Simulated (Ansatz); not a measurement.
Crystal: BaTiO3.

```
Ba Ti O
1.0
     2.82767   -4.89766    0.00000
     5.65534    0.00000    0.00000
     2.82767   -1.63255    4.63546
Ba Ti O
2 2 6
Direct
  0.91779 0.96775 0.97384
  0.57743 0.65456 0.34893
  0.85544 0.70465 0.78241
  0.22545 0.19420 0.34593
  0.10784 0.46592 0.94252
  0.52682 0.06235 0.36076
  0.62665 0.39895 0.01957
  0.86137 0.04878 0.56098
  0.50458 0.98890 0.05292
  0.81793 0.53523 0.54825
```

- Program: Ansatz 0.2.0
- Task: relaxation of cell and atoms
- Functional: PBE
- Potentials or basis: Ansatz PAW
- Cutoff: 420 eV (not typed: the program's choice for these potentials)
- k mesh: 6 × 6 × 6
- Occupations: fermi-dirac, width 0.05 eV
- Spin: no spin polarisation

At the start: volume 12.84 Å³/atom.

**Question.** Where does the relaxation end?

**Answer.** It ends after 13 steps and the volume is 13.38 Å³/atom (+4.2 %); space group R3m (No. 160, to 0.05 Å).

The path:
```csv
step,energy change (eV),largest force (eV/Å),volume (Å³)
1,0.0000,20.2787,128.39
2,-11.3100,10.9180,136.01
3,-18.3215,5.8223,141.02
4,-21.9287,3.0076,141.50
5,-23.9085,1.4064,137.56
6,-24.8312,0.5063,132.60
7,-24.9709,0.1142,132.87
8,-24.9733,0.0143,133.31
9,-24.9728,0.0157,133.52
10,-24.9731,0.0004,133.45
11,-24.9946,0.0005,133.45
12,-24.9937,0.0011,133.82
13,-24.9949,0.0011,133.82
```

Final structure:
```
CELL_PARAMETERS angstrom
2.86318 -4.95934 0.00010
5.75603 0.01713 -0.01267
2.86269 -1.65349 4.67550
ATOMIC_POSITIONS crystal
Ba 0.00672 0.98833 0.99824
Ba 0.50672 0.48831 0.49826
Ti 0.76385 0.71695 0.75539
Ti 0.26384 0.21695 0.25540
O 0.99313 0.51847 0.98460
O 0.49312 0.01845 0.48459
O 0.50380 0.51846 0.98461
O 0.00379 0.01847 0.48460
O 0.49316 0.01845 0.99521
O 0.99317 0.51846 0.49521
```

Caveat: the plane-wave basis is chosen anew once the cell has moved, so the energies of steps on either side of that aren't comparable; the pressure holds a Pulay correction of +0.5 GPa for the finite cutoff.
